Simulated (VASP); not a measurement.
CaSe:

```
CELL_PARAMETERS angstrom
0.00000 2.94500 2.94500
2.94500 0.00000 2.94500
2.94500 2.94500 0.00000
ATOMIC_POSITIONS crystal
Ca 0.00000 0.00000 0.00000
Se 0.50000 0.50000 0.50000
```

The cell was built by a generator and needn't be a form met in nature.

| Item | Value |
| --- | --- |
| Program | VASP 6.6.1 |
| Task | relaxation of cell and atoms |
| Functional | r2SCAN |
| Potentials or basis | VASP PAW PBE potentials, release 64 (Ca_sv, Se) |
| Cutoff | 600 eV |
| k mesh | 8 × 8 × 8 |
| Occupations | gaussian, width 0.02 eV |
| Spin | no spin polarisation |

At the start: pressure 1.5 GPa; volume 25.54 Å³/atom.

Q: How do energy, volume and symmetry change on relaxing?

A: Over 3 steps the energy falls by 3.2 meV/atom and the volume is 26.25 Å³/atom (+2.8 %); space group Fm-3m (No. 225, to 0.05 Å).

The path:
| step | energy change (eV) | largest force (eV/Å) | pressure (GPa) | volume (Å³) |
| --- | --- | --- | --- | --- |
| 1 | 0.0000 | 0.0000 | 1.51 | 51.08 |
| 2 | -0.0061 | 0.0000 | -0.37 | 52.88 |
| 3 | -0.0065 | 0.0000 | 0.00 | 52.50 |

Final structure:
```yaml
crystal:
  lattice:
    - [0.00000, 2.97194, 2.97194]
    - [2.97194, 0.00000, 2.97194]
    - [2.97194, 2.97194, 0.00000]
  atoms:
    - { symbol: Ca, position: [0.00000, 0.00000, 0.00000] }
    - { symbol: Se, position: [0.50000, 0.50000, 0.50000] }
```

Caveat: the PAW data sets were made with another functional, which shifts forces and pressure a little.
